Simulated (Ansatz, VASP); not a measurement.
## One calculation of BaZrO3, two programs

INCAR

```
  PREC = Accurate
  ENCUT = 520
  EDIFF = 1E-6
  ISMEAR = -1
  SIGMA = 0.05
  LREAL = False
  LASPH = True
  NELM = 100
  ALGO = Normal
  ISIF = 2
  LWAVE = False
  LCHARG = False
  GGA = PE
  NBANDS = 28
```

KPOINTS

```
Automatic mesh
0
Gamma
  6 6 6
```

Contents of POSCAR:

```
BaZrO3
1.0
    4.2190980275      0.0000000000      0.0000000000
    0.0000000000      4.2190980275      0.0000000000
    0.0000000000      0.0000000000      4.2190980275
Ba Zr O
1 1 3
Direct
    0.0000000000      0.0000000000      0.0000000000
    0.5000000000      0.5000000000      0.5000000000
    0.5000000000      0.5000000000      0.0000000000
    0.5000000000      0.0000000000      0.5000000000
    0.0000000000      0.5000000000      0.5000000000
```

File input.yaml:

```yaml
crystal:
  lattice:
    - [4.2190980275, 0.0, 0.0]
    - [0.0, 4.2190980275, 0.0]
    - [0.0, 0.0, 4.2190980275]
  atoms:
    - { symbol: Ba, position: [0.0, 0.0, 0.0] }
    - { symbol: Zr, position: [0.5, 0.5, 0.5] }
    - { symbol: O, position: [0.5, 0.5, 0.0] }
    - { symbol: O, position: [0.5, 0.0, 0.5] }
    - { symbol: O, position: [0.0, 0.5, 0.5] }
hamiltonian:
  xc: pbe
  pseudopotentials: { kind: paw }
kpoints:
  mp_grid: { grid: [6, 6, 6] }
scf:
  occupations: { method: fermi_dirac, width: 0.05 }
output:
  forces: true
  stress: true
  eigenvalues: true
  write_density: true
  write_potential: true
  elf: true
  volumetric_format: npy
```

Alike in both runs: task single point; functional PBE; k mesh 6 × 6 × 6; occupations fermi-dirac, width 0.05 eV; no spin polarisation.

|  | VASP | Ansatz |
| --- | --- | --- |
| version | VASP 6.6.1 | Ansatz 0.2.0 |
| potentials or method | VASP PAW PBE potentials, release 64 (Ba_sv, Zr_sv, O) | Ansatz PAW |
| plane-wave cutoff (eV) | 520 | 420 |
| valence electrons in the cell | 40 | 40 |

|  | VASP | Ansatz | Ansatz less VASP |
| --- | --- | --- | --- |
| gap on the k mesh at the Fermi level (eV) | 3.15 | 3.19 | +0.048 |
| least direct gap on the mesh (eV) | 3.39 | 3.41 | +0.021 |
| pressure (GPa) | 1.8 | 0.9 | -0.96 |

Caveats: spin-orbit coupling is left out, which moves the levels of the heavy elements; the pressure holds a Pulay correction of +0.5 GPa for the finite cutoff (Ansatz). PBE gaps usually lie below the measured ones, often by a third to a half. A k mesh can miss the band edges.
